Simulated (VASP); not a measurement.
# Ge (Fd-3m) in VASP: further runs, part 2 of 2

VASP 6.6.1. Earlier steps stand in the parts before.

**3. Single point, PBE**

Input file INCAR:

```
PREC     = Accurate       # precision mode
ENCUT    = 520            # plane-wave cutoff, eV
EDIFF    = 1E-7           # SCF threshold, eV
ISMEAR   = 0              # smearing method
SIGMA    = 0.027000000000000003 # smearing width, eV
LREAL    = False          # projectors in reciprocal space
LASPH    = True           # aspherical terms in the spheres
NELM     = 60             # most SCF steps
ALGO     = Normal         # electronic algorithm
ISIF     = 2              # what is computed and relaxed
LWAVE    = False          # write WAVECAR
LCHARG   = True           # write CHGCAR
GGA      = PE             # functional
LELF     = True           # ELF
LVHAR    = True
```

Input file KPOINTS:

```
Automatic mesh
0
Gamma
  8 8 8
```

Input file POSCAR:

```
Ge
1.0
    0.0000000000      2.8289100000      2.8289100000
    2.8289100000      0.0000000000      2.8289100000
    2.8289100000      2.8289100000      0.0000000000
Ge
2
Direct
    0.7500000000      0.7500000000      0.7500000000
    0.5000000000      0.5000000000      0.5000000000
```

Potentials or basis: VASP PAW PBE potentials, release 64 (Ge_d).

Started as:

```bash
> cat potpaw_PBE.64/Ge_d/POTCAR > POTCAR
> mpirun -np 1 vasp_std > vasp.out
```

OUTCAR:

```text
PREC = Accurate
   ENCUT = 520
   EDIFF = 1E-7
   ISMEAR = 0
   LREAL = False
   LASPH = True
   NELM = 60
   ISIF = 2
   GGA = PE

 ion  position               nearest neighbor table
   1  0.750  0.750  0.750-   2 2.45   2 2.45   2 2.45   2 2.45
   2  0.500  0.500  0.500-   1 2.45   1 2.45   1 2.45   1 2.45

  LATTYP: Found a face centered cubic cell.
 ALAT       =     5.6578200000

  Lattice vectors:

 A1 = (   0.0000000000,   2.8289100000,   2.8289100000)
 A2 = (   2.8289100000,   0.0000000000,   2.8289100000)
[... 194 lines left out ...]
      6     -19.5738      2.00000
[... 481 lines left out ...]
      5     -19.7084      2.00000
      6     -19.6538      2.00000
[... 10 lines left out ...]
     17      10.7899      0.00000
     18      11.9473      0.00000

 [... further k-points ...]
[... 5 lines left out ...]
  --------------------------------------------------------------------------------------
  -------------------------------------------------------------------------------------
  Total        0.9824412      0.9824412      0.9824412      0.0000000      0.0000000      0.0000000
  in kB       34.7640014     34.7640014     34.7640014      0.0000000      0.0000000      0.0000000
  external PRESSURE =      34.7640014 kB  Pullay stress =       0.0000000 kB

 VOLUME and BASIS-vectors are now :
 -----------------------------------------------------------------------------
  energy-cutoff  :      520.00
  volume of cell :       45.28
      direct lattice vectors                 reciprocal lattice vectors
     0.000000000  2.828910000  2.828910000    -0.176746521  0.176746521  0.176746521
     2.828910000  0.000000000  2.828910000     0.176746521 -0.176746521  0.176746521
     2.828910000  2.828910000  0.000000000     0.176746521  0.176746521 -0.176746521

 POSITION                                       TOTAL-FORCE (eV/Angst)
 -----------------------------------------------------------------------------------
      4.24336      4.24336      4.24336         0.000000      0.000000      0.000000
      2.82891      2.82891      2.82891        -0.000000     -0.000000     -0.000000
 -----------------------------------------------------------------------------------
    total drift:                                0.000000     -0.000000     -0.000000

  FREE ENERGIE OF THE ION-ELECTRON SYSTEM (eV)
  ---------------------------------------------------
  free  energy   TOTEN  =        -8.9988564500 eV

  energy  without entropy=       -8.9987915620  energy(sigma->0) =       -8.99882401
```

OSZICAR:

```text
N       E                     dE             d eps       ncg     rms          rms(c)
DAV:   1     0.167152334559E+03    0.16715E+03   -0.15697E+04  1074   0.424E+03
DAV:   2     0.122332400511E+02   -0.15492E+03   -0.15225E+03  1044   0.542E+02
DAV:   3    -0.844706626790E+01   -0.20680E+02   -0.20525E+02  1134   0.148E+02
DAV:   4    -0.907649853127E+01   -0.62943E+00   -0.62858E+00  1186   0.301E+01
DAV:   5    -0.908706271035E+01   -0.10564E-01   -0.10563E-01  1182   0.405E+00    0.321E+00
DAV:   6    -0.902783278516E+01    0.59230E-01   -0.24834E-02  1114   0.167E+00    0.191E+00
DAV:   7    -0.899696147882E+01    0.30871E-01   -0.56587E-02  1112   0.227E+00    0.148E-01
DAV:   8    -0.899869028916E+01   -0.17288E-02   -0.61430E-03  1138   0.108E+00    0.417E-02
DAV:   9    -0.899884074637E+01   -0.15046E-03   -0.25691E-04  1176   0.228E-01    0.146E-02
DAV:  10    -0.899885478548E+01   -0.14039E-04   -0.44142E-05  1196   0.912E-02    0.581E-03
DAV:  11    -0.899885648140E+01   -0.16959E-05   -0.68528E-06  1312   0.483E-02    0.187E-03
DAV:  12    -0.899885645003E+01    0.31374E-07   -0.30014E-07   986   0.101E-02
   1 F= -.89988565E+01 E0= -.89988240E+01  d E =-.648880E-04
```

stdout:

```text
POSCAR found type information on POSCAR Ge
 POSCAR found :  1 types and       2 ions
 scaLAPACK will be used
 LDA part: xc-table for (Slater+PW92), standard interpolation
 POSCAR, INCAR and KPOINTS ok, starting setup
 FFT: planning ... GRIDC
 FFT: planning ... GRID_SOFT
 FFT: planning ... GRID
 WAVECAR not read
 entering main loop
```

It took 10 s on 1 thread of Intel Xeon 6975P-C (Granite Rapids), shared host; peak memory 0.17 GiB.

What came out:

| Item | Value |
| --- | --- |
| Free energy | -8.9989 eV |
| Pressure | 3.5 GPa |
| Band gap on the k mesh | 0.03 eV, direct |

**4. Relaxation of cell and atoms, HF**

POSCAR is that of step 3.

Input file INCAR.step1:

```
SYSTEM = Ge
  PREC = Accurate
  ENCUT = 600
  EDIFF = 1E-5
  ISMEAR = -1
  SIGMA = 0.05
  LREAL = .False.
  LASPH = .True.
  NELM = 60
  ALGO = Normal
  LWAVE = .True.
  LCHARG = .False.
  GGA = PE
```

Input file INCAR.step2:

```
SYSTEM = Ge
  PREC = Accurate
  ENCUT = 600
  EDIFF = 1E-7
  ISMEAR = -1
  SIGMA = 0.05
  LREAL = .False.
  LASPH = .True.
  NELM = 60
  ALGO = Normal
  ISIF = 3
  LWAVE = .False.
  LCHARG = .False.
  GGA = PE
  LHFCALC = .True.
  AEXX = 1.0
  ALDAC = 0.0
  AGGAC = 0.0
  PRECFOCK = Normal
  HFRCUT = -1
  IBRION = 2
  NSW = 60
  EDIFFG = -0.01
  ISTART = 1
```

Input file KPOINTS:

```
regular mesh
0
Gamma
  4 4 4
  0 0 0
```

Started as:

```bash
> cat potpaw_PBE.64/Ge_d/POTCAR > POTCAR
> cp INCAR.step1 INCAR
> mpirun -np 1 vasp_std > vasp.out
> cp INCAR.step2 INCAR
> mpirun -np 1 vasp_std > vasp.out
```

Wall time 23 min (1 thread of Intel Xeon 6975P-C (Granite Rapids), shared host); peak memory 0.2 GiB.

Results (log left out):

```yaml
Free_energy: -17.4627 eV
Relaxed_volume: 23.57 Å³/atom
Relaxed_cell: a = 4.055 Å, b = 4.055 Å, c = 4.055 Å, α = 60.00°, β = 60.00°, γ = 60.00°
Space_group_after_relaxing_to_0.05_Å: Fd-3m (No. 227)
Energy_gained_by_relaxing: 10.4 meV/atom
Ionic_steps: 3
Pressure_after_relaxing: 0.0 GPa
Band_gap_on_the_k_mesh: 6.06 eV, indirect (least direct gap 6.60 eV)
```

Step by step:
```csv
step,energy change (eV),largest force (eV/Å),pressure (GPa),volume (Å³)
1,0.0000,0.0000,3.75,45.28
2,-0.0057,0.0000,-2.79,48.84
3,-0.0208,0.0000,0.01,47.15
```

Final structure:
```
CELL_PARAMETERS angstrom
0.00000 2.86729 2.86729
2.86729 0.00000 2.86729
2.86729 2.86729 0.00000
ATOMIC_POSITIONS crystal
Ge 0.75000 0.75000 0.75000
Ge 0.50000 0.50000 0.50000
```

Levels at points of the mesh, in eV from the valence-band top:
```tsv
k point	band 10	band 11	band 12	band 13	band 14	band 15	band 16	band 17	band 18
(0.00, 0.00, 0.00)	-36.85	-17.46	0.00	0.00	0.00	6.60	8.57	8.57	8.57
(0.50, 0.00, 0.00)	-36.84	-14.51	-10.04	-1.78	-1.78	6.06	9.95	9.95	13.69
(0.50, 0.50, 0.00)	-36.83	-11.92	-11.92	-3.96	-3.96	6.34	6.34	17.62	17.62
```

Caveat: the k mesh is coarse (spacing up to 0.48 Å⁻¹), so the values aren't converged, least of all with exact exchange; the PAW data sets were made with another functional, which shifts forces and pressure a little.

**5. Overview**

```tsv
task	level	spin	cell	k mesh	cutoff (eV)	smearing	optimiser	grid for exact exchange (PRECFOCK)	exchange at q = 0	mesh quality	gap on the mesh (eV)	pressure (GPa)	relaxed volume (Å³/atom)
relaxation of cell and atoms	PBE+D3(BJ)	SOC, no magnetisation	relaxed	6 × 6 × 6	600	gaussian 0.1 eV	vasp	-	-	not flagged	-	0.0	23.19
single point	PBE	off	as given	8 × 8 × 8	520	gaussian 0.027 eV	-	-	-	not flagged	0.03	3.5	-
relaxation of cell and atoms	HF	off	relaxed	4 × 4 × 4	600	fermi-dirac 0.05 eV	-	Normal	truncated	coarse	6.06	0.0	23.57
```

Alike in all rows: potentials or basis VASP PAW PBE potentials, release 64 (Ge_d).

Caveats: some runs use coarse meshes; the PAW data sets were made with another functional, which shifts forces and pressure a little (some runs).

Absolute energies hang on the potentials; compare differences alone.

**6. How close it comes**

Step 2. The cell as given is a measured one (22.64 Å³/atom); PBE+D3(BJ) puts the equilibrium volume +2.4 % from it, thermal expansion not counted.

Step 3. Against the measured gap of Ge, 0.807 eV (direct; 300 K; “Electronic and optical properties of SixGe1-x-ySny alloys lattice-matched to Ge”, 2021, arxiv:2109.02782), the calculated 0.03 eV is off by -0.77 eV. 3 values of this kind are on record (0.666 to 0.807 eV); this one was drawn at random among those near their median. Spin-orbit coupling on Ge is left out. The value is that of PBE on a finite k mesh, which can miss the band edges, without temperature or zero-point motion. Semilocal functionals fall short of measured gaps as a rule.
